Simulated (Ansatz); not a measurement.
# ZrS2: band gap under strain

How does strain move the band edges of ZrS2 (CdI2 type), and do the functionals agree on it? States: -2.0 % equal strain in all directions; -1.0 % equal strain in all directions; +1.0 % equal strain in all directions.

The runs shown are made with Ansatz 0.2.0. PAW datasets, plane waves. Calculated at 0 K for a non-magnetic cell.

## Step 1: The system as given

The unstrained cell was relaxed with r2SCAN+rVV10; in each strained cell the atoms were relaxed again with r2SCAN+rVV10. Names of k-points are those of the unstrained zone, where strain can split equivalent points. First state: -2.0 % equal strain in all directions.

It is trigonal, P-3m1 (No. 164); a = 3.601 Å, c = 5.740 Å in the conventional setting, 21.48 Å³ an atom. Near Zr stand 6 S at 2.55 Å; near S stand 3 Zr at 2.55 Å.

Structure file:

```cif
data_structure
_symmetry_space_group_name_H-M 'P 1'
_symmetry_Int_Tables_number 1
_cell_length_a 3.6009
_cell_length_b 3.6009
_cell_length_c 5.7397
_cell_angle_alpha 90.000
_cell_angle_beta 90.000
_cell_angle_gamma 120.000
_cell_volume 64.45
loop_
_atom_site_label
_atom_site_type_symbol
_atom_site_fract_x
_atom_site_fract_y
_atom_site_fract_z
_atom_site_occupancy
Zr1 Zr 0.00000 0.00000 0.00000 1
S1 S 0.33333 0.66667 0.25613 1
S2 S 0.66667 0.33333 0.74387 1
```

From earlier runs on the unstrained cell: PBE 0.88 eV, r2SCAN 1.19 eV, HSE06 1.67 eV, r2SCAN+SOC 1.18 eV, G0W0 1.76 eV (on its mesh); a = 3.674 Å, c = 5.857 Å.

## Step 2: -2.0 % equal strain in all directions: PBE

Contents of input.yaml:

```yaml
crystal:
  lattice:
    - [3.6009111033, 0.0, 0.0]
    - [-1.8004555516, 3.1184804922, 0.0]
    - [0.0, 0.0, 5.7397191487]
  atoms:
    - { symbol: Zr, position: [0.0, 0.0, 0.0] }
    - { symbol: S, position: [0.3333333333, 0.6666666667, 0.2561278827] }
    - { symbol: S, position: [0.6666666667, 0.3333333333, 0.7438721173] }
kpoints:
  mp_grid: { grid: [12, 12, 4] }
  band_path:
    path:
      - [0.0, 0.0, 0.0]
      - [0.5, 0.0, 0.0]
      - [0.3333333333, 0.3333333333, 0.0]
      - [0.0, 0.0, 0.5]
      - [0.5, 0.0, 0.5]
      - [0.3333333333, 0.3333333333, 0.5]
      - [-0.03125, 0.005208, 0.0]
      - [0.0, 0.5, 0.5]
    npoints: 1
hamiltonian:
  xc: pbe
scf:
  occupations: { method: fermi_dirac, width: 0.02 }
  n_extra_bands: 4
output:
  forces: true
  stress: true
  eigenvalues: true
  write_density: true
  write_potential: true
  elf: true
  volumetric_format: npy
```

Launch:

```
> ansatz run input.yaml --threads 2 --pin off --max-ram 20275MiB --backend cpu --events-out ev --progress --plain --runs-dir out
```

The runs that follow: -2.0 % equal strain in all directions: r2SCAN; -2.0 % equal strain in all directions: HSE06; -2.0 % equal strain in all directions: r2SCAN+SOC; -2.0 % equal strain in all directions: r2SCAN; -2.0 % equal strain in all directions: G0W0@PBE; -1.0 % equal strain in all directions: PBE; -1.0 % equal strain in all directions: r2SCAN; -1.0 % equal strain in all directions: HSE06; -1.0 % equal strain in all directions: r2SCAN+SOC; -1.0 % equal strain in all directions: r2SCAN; -1.0 % equal strain in all directions: G0W0@PBE; +1.0 % equal strain in all directions: PBE; +1.0 % equal strain in all directions: r2SCAN; +1.0 % equal strain in all directions: HSE06; +1.0 % equal strain in all directions: r2SCAN+SOC; +1.0 % equal strain in all directions: r2SCAN; +1.0 % equal strain in all directions: G0W0@PBE.

**Question.** What will these runs give?

The runs gave:

Least gap in eV (negative: overlap), with the change from the unstrained cell in brackets. G0W0 is on its own coarse mesh.

| state | volume change (%) | PBE | r2SCAN | HSE06 | G0W0 |
| --- | --- | --- | --- | --- | --- |
| -2.0 % equal strain in all directions | -5.9 | 0.62 (-0.26) | 0.92 (-0.27) | 1.38 (-0.29) | 1.43 (-0.33) |
| -1.0 % equal strain in all directions | -3.0 | 0.76 (-0.12) | 1.06 (-0.13) | 1.53 (-0.14) | 1.60 (-0.16) |
| +1.0 % equal strain in all directions | +3.0 | 0.98 (+0.10) | 1.30 (+0.11) | 1.79 (+0.12) | 1.91 (+0.15) |

The largest move of the HSE06 gap in the table is -0.290 eV, under -2.0 % equal strain in all directions. PBE and HSE06 differ by 0.79 eV on the unstrained gap, and by at most 0.04 eV on its change: the two disagree on the size of the gap but agree on its response to strain. G0W0 here is at a finite number of bands, screening cutoff and k mesh, not at the basis limit.
